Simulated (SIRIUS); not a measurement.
# MgB2 (P6/mmm) in SIRIUS: single point with PBEsol

Aim: the single point of MgB2 with PBEsol.

Everything below comes from runs of SIRIUS 7.10.0. Logs are shortened: lines on timing, memory, paths and dates and some standing lists are left out, and cuts for length are marked. The log counts tension as positive stress, the text compression.

## Step 1: The undisturbed crystal

It takes space group P6/mmm (No. 191, hexagonal). The conventional cell has a = 3.085 Å, b = 3.085 Å, c = 3.523 Å, α = 90.00°, β = 90.00°, γ = 120.00°. Around Mg (site symmetry 6/mmm) lie 12 B at 2.51 Å. Around B (site symmetry -6m2) lie 3 B at 1.78 Å.

## Step 2: Single point, PBEsol (atoms moved at random, drawn with an rms of 0.05 Å)

Contents of sirius.json:

```json
{
  "control": {
    "processing_unit": "cpu",
    "verbosity": 2,
    "num_bands_to_print": 15,
    "print_forces": true,
    "print_stress": true
  },
  "parameters": {
    "electronic_structure_method": "pseudopotential",
    "xc_functionals": ["XC_GGA_X_PBE_SOL", "XC_GGA_C_PBE_SOL"],
    "gk_cutoff": 9.2,
    "pw_cutoff": 18.4,
    "ngridk": [10, 10, 8],
    "shiftk": [0, 0, 0],
    "smearing": "fermi_dirac",
    "smearing_width": 0.0018374661,
    "num_bands": 15,
    "num_mag_dims": 0,
    "num_dft_iter": 100,
    "energy_tol": 1e-08,
    "density_tol": 1e-06
  },
  "iterative_solver": {
    "type": "davidson",
    "min_tolerance": 1e-09,
    "tolerance_scale": [0.1, 0.25]
  },
  "mixer": {
    "type": "anderson",
    "beta": 0.7,
    "max_history": 8
  },
  "settings": {
    "tol_ne": 1e-10,
    "pseudo_grid_cutoff": 6.5
  },
  "unit_cell": {
    "lattice_vectors": [
      [5.829805094471, 0.0, 0.0],
      [-2.914902547235, 5.048759310971, 0.0],
      [0.0, 0.0, 6.657505137057]
    ],
    "atom_coordinate_units": "lattice",
    "atom_types": ["Mg", "B"],
    "atom_files": {
      "Mg": "Mg.json",
      "B": "B.json"
    },
    "atoms": {
      "Mg": [
        [0.019588, -0.006413, -0.009805]
      ],
      "B": [
        [0.664408, 0.32161, 0.49171],
        [0.336374, 0.666392, 0.509255]
      ]
    }
  }
}
```

Potentials or basis: PseudoDojo 0.4.1 PBEsol standard (scalar relativistic).

The run is started by

```console
upf_to_json Mg.upf
upf_to_json B.upf
OMP_NUM_THREADS=1 sirius.scf --input=sirius.json --output=out.json --task=0
```

What it wrote:

```text
[info] SIRIUS version : 7.10.0
[info] number of MPI ranks           : 1
[info] MPI grid                      : 1 1
[info] maximum number of OMP threads : 1
[fft] FFT context for density and potential
[fft] =====================================
[fft]   comm size                             : 1
[fft]   plane wave cutoff                     : 18.4
[fft]   grid size                             : 40 40 45   total : 72000
[fft]   grid limits                           : -19 20   -19 20   -22 22
[fft]   number of G-vectors within the cutoff : 10304
[fft]   local number of G-vectors             : 10304
[fft]   number of G-shells                    : 1085
[fft] FFT context for coarse grid
[fft] =====================================
[fft]   comm size                             : 1
[fft]   plane wave cutoff                     : 18.4
[fft]   grid size                             : 40 40 45   total : 72000
[fft]   grid limits                           : -19 20   -19 20   -22 22
[fft]   number of G-vectors within the cutoff : 10304
[fft]   local number of G-vectors             : 10304
[fft]   number of G-shells                    : 1085
[unit cell] lattice vectors
[unit cell]   a1 :       5.8298050945      0.0000000000      0.0000000000
[unit cell]   a2 :      -2.9149025472      5.0487593110      0.0000000000
[unit cell]   a3 :       0.0000000000      0.0000000000      6.6575051371
[unit cell] reciprocal lattice vectors
[unit cell]   b1 :       1.0777693603      0.6222504303     -0.0000000000
[unit cell]   b2 :       0.0000000000      1.2445008605      0.0000000000
[unit cell]   b3 :       0.0000000000     -0.0000000000      0.9437747591
[unit cell] unit cell volume :       195.95223112 [a.u.^3]
[unit cell] 1/sqrt(omega)    :         0.07143728
[unit cell] MT volume        :         0.00000000 ( 0.00%)
[unit cell] IT volume        :       195.95223112 (100.00%)
[unit cell] number of atom types : 2
[unit cell] type id : 0 symbol : Mg mt_radius :  15.090000 num_atoms : 1
[unit cell] type id : 1 symbol :  B mt_radius :  15.330000 num_atoms : 2
[unit cell] total number of atoms : 3
[unit cell] number of symmetry classes : 3
[unit cell] number of PAW atoms : 0
[unit cell] atom id  type id  class id             position                      vector_field
[unit cell] ------------------------------------------------------------------------------------------
[unit cell]      0        0        0      0.01959  -0.00641  -0.00980      0.00000   0.00000   0.00000
[unit cell]      1        1        1      0.66441   0.32161   0.49171      0.00000   0.00000   0.00000
[unit cell]      2        1        2      0.33637   0.66639   0.50926      0.00000   0.00000   0.00000
[unit cell] atom id         position (Cartesian, a.u.)
[unit cell] ---------------------------------------------
[unit cell]      0       0.132887   -0.032378   -0.065277
[unit cell]      1       2.935907    1.623731    3.273562
[unit cell]      2       0.018527    3.364453    3.390368
[unit cell] class id : 0 atom id : 0
[unit cell] class id : 1 atom id : 1
[unit cell] class id : 2 atom id : 2
[unit cell] minimum bond length:     3.310100
[unit cell] total number of pseudo wave-functions: 13
[sym] space group number   : 1
[sym] international symbol : P1
[sym] Hall symbol          : P 1
[sym] space group transformation matrix :
[sym]   1.0000  0.0000  0.0000
[sym]   0.0000  1.0000  0.0000
[sym]   0.0000  0.0000  1.0000
[sym] space group origin shift :
[sym]   0.0000  0.0000  0.0000
[sym] number of space group operations  : 1
[sym] number of magnetic group operations : 1
[sym] metric tensor error: 0.0000e+00
[sym] rotation matrix error: 4.4409e-16
[sym] symmetry operations
[... list of symmetry operations ...]
[atom type] label          : Mg
[atom type] --------------------------------------------------------------------------------
[atom type] symbol         : Mg
[atom type] name           :
[atom type] zn             : 10
[atom type] mass           : 0
[... 204 lines left out ...]
[find] iteration : 3, RMS : 1.662841226035e-04, energy difference : -9.735122704058e-05
[find] Hartree energy of density residual : 3.570561324702e-06
[find] | SCF iteration   4 out of 100|
[diagonalize] iterative solver tolerance (occupied, empty): 1.66284e-05 1.66284e-05
[... 38 lines left out ...]
[find] Free energy (E-TS)             :     -65.19185785 (Ha),    -130.38371571 (Ry)
[find] band gap (eV)                  :       0.00000000
[find] Efermi                         :       0.33725141
[find] iteration : 8, RMS : 4.135791688309e-07, energy difference : -4.307679546400e-09
[find] Hartree energy of density residual : 1.168419769452e-11
[find] | SCF iteration   9 out of 100|
[diagonalize] iterative solver tolerance (occupied, empty): 1.3478e-08 1.3478e-08
[diagonalize] average number of iterations: 2.9703
[find] Total energy                   :     -65.19163628 (Ha),    -130.38327255 (Ry)
[find] Free energy (E-TS)             :     -65.19185786 (Ha),    -130.38371571 (Ry)
[find] band gap (eV)                  :       0.00000000
[find] Efermi                         :       0.33725213
[find] iteration : 9, RMS : 5.400753952990e-08, energy difference : 6.814374842179e-09
[find] Hartree energy of density residual : 1.080140518646e-13
[find] bands are converged : true
[find] iterative solver converged : false
[find] +------------------------------+
[find] | SCF iteration  10 out of 100|
[find] +------------------------------+
[diagonalize] iterative solver tolerance (occupied, empty): 3.36951e-09 3.36951e-09
[diagonalize] average number of iterations: 3.04703
[diagonalize] Lowest band energies
[diagonalize] ik:    0   -2.415826   -1.202008   -1.201959   -1.201348   -0.120588    0.227432    0.343181    0.356801    0.394292    0.558033    0.574742    0.632882    0.701278    0.797108    0.929696
[diagonalize] ik:    1   -2.415814   -1.202115   -1.202025   -1.201328   -0.114173    0.233627    0.318835    0.334710    0.399896    0.557097    0.598894    0.646760    0.679449    0.828100    0.900333
[diagonalize] ik:    2   -2.415782   -1.202478   -1.202118   -1.201274   -0.095049    0.250863    0.252201    0.304695    0.417036    0.539710    0.623076    0.663369    0.674702    0.854276    0.870829
[diagonalize] ik:    3   -2.415743   -1.202928   -1.202228   -1.201207   -0.063592    0.174525    0.278334    0.281535    0.442880    0.521017    0.553124    0.665535    0.747224    0.822402    0.863197
[diagonalize] ik:    4   -2.415712   -1.203293   -1.202317   -1.201153   -0.020654    0.102141    0.261084    0.318261    0.465443    0.487181    0.519466    0.624094    0.799745    0.819121    0.855276
[diagonalize] ...
[diagonalize] ik:  399   -2.415690   -1.203357   -1.202366   -1.201386    0.045713    0.103709    0.199312    0.248274    0.298433    0.573047    0.577663    0.755469    0.812434    0.841092    0.892684
[diagonalize] ik:  400   -2.415690   -1.203194   -1.202530   -1.201385    0.034943    0.142429    0.190815    0.205039    0.325101    0.515549    0.652667    0.748359    0.803116    0.842402    0.890338
[diagonalize] ik:  401   -2.415690   -1.203175   -1.202549   -1.201385    0.034904    0.144561    0.190134    0.202580    0.326789    0.514559    0.649861    0.751413    0.801692    0.842283    0.893547
[diagonalize] ik:  402   -2.415690   -1.203325   -1.202399   -1.201385    0.045339    0.106417    0.197050    0.244853    0.302666    0.571077    0.575356    0.752513    0.811526    0.843635    0.901739
[diagonalize] ik:  403   -2.415690   -1.203400   -1.202325   -1.201385    0.058294    0.083242    0.202590    0.265957    0.288523    0.543455    0.651976    0.661129    0.812302    0.899323    0.908821
[find] Charges and magnetic moments
[find] --------------------------------------------------------------------------------
[find] total charge          : 16.000000
[find] Energy
[find] --------------------------------------------------------------------------------
[find] valence_eval_sum               :     -10.80404856
[find] <rho|V^{XC}>                   :     -13.12415123
[find] <rho|E^{XC}>                   :     -10.27030415
[find] <mag|B^{XC}>                   :       0.00000000
[find] <rho|V^{H}>                    :      40.65202037
[find] one-electron contribution      :     -38.33191770 (Ha),     -76.66383539 (Ry)
[find] hartree contribution           :      20.32601018
[find] xc contribution                :     -10.27030415
[find] ewald contribution             :     -36.91542486
[find] PAW contribution               :       0.00000000
[find] smearing (-TS)                 :      -0.00022158
[find] SCF correction                 :       0.00000024
[find] Total energy                   :     -65.19163628 (Ha),    -130.38327255 (Ry)
[find] Free energy (E-TS)             :     -65.19185786 (Ha),    -130.38371571 (Ry)
[find] band gap (eV)                  :       0.00000000
[find] Efermi                         :       0.33725218
[find] iteration : 10, RMS : 4.132217432479e-08, energy difference : 6.069456048863e-10
[find] Hartree energy of density residual : 1.149764960701e-13
[find] bands are converged : true
[find] iterative solver converged : true
[find] converged after 11 SCF iterations!
[find] Charges and magnetic moments
[find] --------------------------------------------------------------------------------
[find] total charge          : 16.000000
[find] Energy
[find] --------------------------------------------------------------------------------
[find] valence_eval_sum               :     -10.80404856
[find] <rho|V^{XC}>                   :     -13.12415123
[find] <rho|E^{XC}>                   :     -10.27030415
[find] <mag|B^{XC}>                   :       0.00000000
[find] <rho|V^{H}>                    :      40.65202037
[find] one-electron contribution      :     -38.33191770 (Ha),     -76.66383539 (Ry)
[find] hartree contribution           :      20.32601018
[find] xc contribution                :     -10.27030415
[find] ewald contribution             :     -36.91542486
[find] PAW contribution               :       0.00000000
[find] smearing (-TS)                 :      -0.00022158
[find] SCF correction                 :       0.00000024
[find] Total energy                   :     -65.19163628 (Ha),    -130.38327255 (Ry)
[find] Free energy (E-TS)             :     -65.19185786 (Ha),    -130.38371571 (Ry)
[find] band gap (eV)                  :       0.00000000
[find] Efermi                         :       0.33725218
[ground_state] === stress tensor components [kbar] ===
[ground_state] === stress_kin ===
[ground_state] -38080.767522   -0.769060    1.862566
[ground_state]    -0.769060-38122.578086   -0.511177
[ground_state]     1.862566   -0.511177-37902.391731
[ground_state] === stress_har ===
[ground_state] -10153.088475    2.022389    7.814139
[ground_state]     2.022389-10080.187409   -1.107712
[ground_state]     7.814139   -1.107712-10284.967469
[ground_state] === stress_ewald ===
[ground_state] 18348.214229    0.348614   21.846340
[ground_state]     0.34861418297.743764   -0.780983
[ground_state]    21.846340   -0.78098318780.262359
[ground_state] === stress_vloc ===
[ground_state]  7298.301703   -1.827090  -28.236237
[ground_state]    -1.827090 7293.279628    1.552201
[ground_state]   -28.236237    1.552201 6888.318875
[ground_state] === stress_xc ===
[ground_state]  4424.601462    0.004399    0.019234
[ground_state]     0.004399 4424.778664   -0.010257
[ground_state]     0.019234   -0.010257 4421.646474
[ground_state] === stress_core ===
[ground_state]   416.279464    0.045383   -0.011622
[ground_state]     0.045383  418.422862   -0.038139
[ground_state]    -0.011622   -0.038139  404.767447
[ground_state] === stress_nonloc ===
[ground_state] 17775.608472    0.224611   -0.321311
[ground_state]     0.22461117787.052253   -0.058891
[ground_state]    -0.321311   -0.05889117715.721399
[ground_state] === stress_us_nl ===
[ground_state] 17775.608472    0.224611   -0.321311
[ground_state]     0.22461117787.052253   -0.058891
[ground_state]    -0.321311   -0.05889117715.721399
[ground_state] === stress_total ===
[ground_state]    29.149333    0.049246    2.973108
[ground_state]     0.049246   18.511675   -0.954958
[ground_state]     2.973108   -0.954958   23.357354
[ground_state] ==== total Forces in Ha/bohr =====
[ground_state] atom:    0, force:      -0.0055019      0.0001614      0.0046370
[ground_state] atom:    1, force:       0.0026297      0.0030601      0.0090547
[ground_state] atom:    2, force:       0.0028861     -0.0031854     -0.0136663
[ground_state] ==== ultrasoft contribution from Qij =====
[ground_state] atom:    0, force:       0.0000000      0.0000000      0.0000000
[ground_state] atom:    1, force:       0.0000000      0.0000000      0.0000000
[ground_state] atom:    2, force:       0.0000000      0.0000000      0.0000000
[ground_state] ==== non-local contribution from Beta-projector =====
[ground_state] atom:    0, force:      -0.0201335      0.0004157      0.0190413
[ground_state] atom:    1, force:       0.0027180      0.0130394      0.0087542
[ground_state] atom:    2, force:       0.0036977     -0.0131501     -0.0150816
[ground_state] ==== contribution from local potential =====
[ground_state] atom:    0, force:       0.0920545     -0.0018114     -0.1876301
[ground_state] atom:    1, force:      -0.0367815     -0.0520201      0.0687839
[ground_state] atom:    2, force:      -0.0412265      0.0535570      0.1057337
[ground_state] ==== contribution from core density =====
[ground_state] atom:    0, force:       0.0000000      0.0000000      0.0000000
[ground_state] atom:    1, force:      -0.0001299     -0.0007116      0.0000259
[ground_state] atom:    2, force:      -0.0001848      0.0007171      0.0003982
[ground_state] ==== Ewald forces from ions =====
[ground_state] atom:    0, force:      -0.0774229      0.0015571      0.1732256
[ground_state] atom:    1, force:       0.0368231      0.0427523     -0.0685092
[ground_state] atom:    2, force:       0.0405999     -0.0443094     -0.1047164
[~DFT_ground_state] local op. applied: 160251
[~DFT_ground_state] evp. work count: 43300.3
[~DFT_ground_state] number of iterative solver steps: 15006
```

Run time: 4.1 min. Hardware: 1 thread of Arm Neoverse V2, shared host; peak memory 1.4 GiB.

Results:

| Item | Value |
| --- | --- |
| Free energy | -1773.9608 eV |
| Pressure | -2.4 GPa |
| Largest force | 0.737 eV/Å |
| Band gap on the k mesh | none (metal or under the smearing width) |

Forces on the atoms (eV/Å):
```
Mg  -0.283  0.008  0.238
B    0.135  0.157  0.466
B    0.148 -0.164 -0.703
```

Stress tensor (GPa, compression positive):
```
-2.91  0.00 -0.30
 0.00 -1.85  0.10
-0.30  0.10 -2.34
```
